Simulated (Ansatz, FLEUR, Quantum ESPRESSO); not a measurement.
## One calculation of KI, 4 ways

```xyz
2
Lattice="0.0000 3.5328 3.5328 3.5328 0.0000 3.5328 3.5328 3.5328 0.0000" Properties=species:S:1:pos:R:3 pbc="T T T"
I     3.5328    3.5328    3.5328
K     0.0000    0.0000    0.0000
```

Alike in all runs: task band structure; functional LDA; k mesh 7 × 7 × 7; occupations fermi-dirac, width 0.05 eV; no spin polarisation; no spin-orbit coupling. LDA stands for any of its common fits. Pressure is positive in compression and, in plane waves, holds the error of the finite cutoff. Gaps are the smaller of the mesh's and the band path's.

```tsv
program and potentials	plane-wave cutoff (eV)	notes	band gap (eV)	pressure (GPa)
Quantum ESPRESSO, PseudoDojo 0.4.1 SR LDA standard	980	8 valence electrons an atom on average	3.60	-1.32
FLEUR, all-electron, FLAPW	-	-	3.61	-
Ansatz, all-electron LAPW, scalar-relativistic	-	-	3.60	-1.31
Quantum ESPRESSO, PseudoDojo 0.4.1 SR LDA stringent	1034	13 valence electrons an atom on average	3.60	-1.33
```

The band gap spans 3.60 (Quantum ESPRESSO, PseudoDojo 0.4.1 SR LDA standard) to 3.61 eV (FLEUR, all-electron, FLAPW), with all-electron results at 3.60 to 3.61. The pressure spans -1.33 (Quantum ESPRESSO, PseudoDojo 0.4.1 SR LDA stringent) to -1.31 GPa (Ansatz, all-electron LAPW, scalar-relativistic), with all-electron results at -1.31. Spin-orbit coupling, left out here, moves the band edges of heavy atoms.

The functional is the same throughout but for its coding, so the spread measures potentials, basis and numerics; runs on potential files found faulty are left out.
